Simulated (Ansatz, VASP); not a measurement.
**Two plane-wave programs on C**

```
C
1.0
    -2.49129    0.00000    0.00000
    -1.24565   -2.15752    0.00000
     0.00012    0.00007   10.25388
C
10
Cartesian
  0.9961 0.5751 8.9635
  -2.7408 -1.5824 7.4366
  -0.2495 -0.1441 1.2898
  -2.7408 -1.5824 4.8564
  -0.2495 -0.1441 2.8177
  -2.7408 -1.5824 3.3284
  -0.2495 -0.1441 9.4776
  -1.4951 -0.8632 6.9225
  -1.4951 -0.8632 0.7759
  -1.4951 -0.8632 5.3703
```

Alike in both runs: task single point; functional LDA; k mesh 10 × 10 × 3; occupations gaussian, width 0.05 eV; no spin polarisation.

|  | VASP | Ansatz |
| --- | --- | --- |
| version | VASP 6.6.1 | Ansatz 0.2.0 |
| potentials or method | VASP PAW LDA potentials, release 64 (C) | scalar-relativistic, plane waves, PAW |
| plane-wave cutoff (eV) | 520 | 420 |
| valence electrons in the cell | 40 | 40 |

|  | VASP | Ansatz | Ansatz less VASP |
| --- | --- | --- | --- |
| gap on the k mesh at the Fermi level (eV) | none | none | - |
| pressure (GPa) | 6.1 | 4.5 | -1.56 |
| largest component of the traceless stress (GPa) | 21.11 | 21.25 | +0.147 |
| rms of the force components (eV/Å) | 0.971 | 0.983 | +0.0119 |

Atom by atom the forces differ by 0.012 eV/Å (rms over components). A gap of «none» marks a metal or a gap that the smearing closes.

Caveats: forces of over 1 eV/Å show positions far from the minimum, so gaps and moduli don't describe the material at rest.
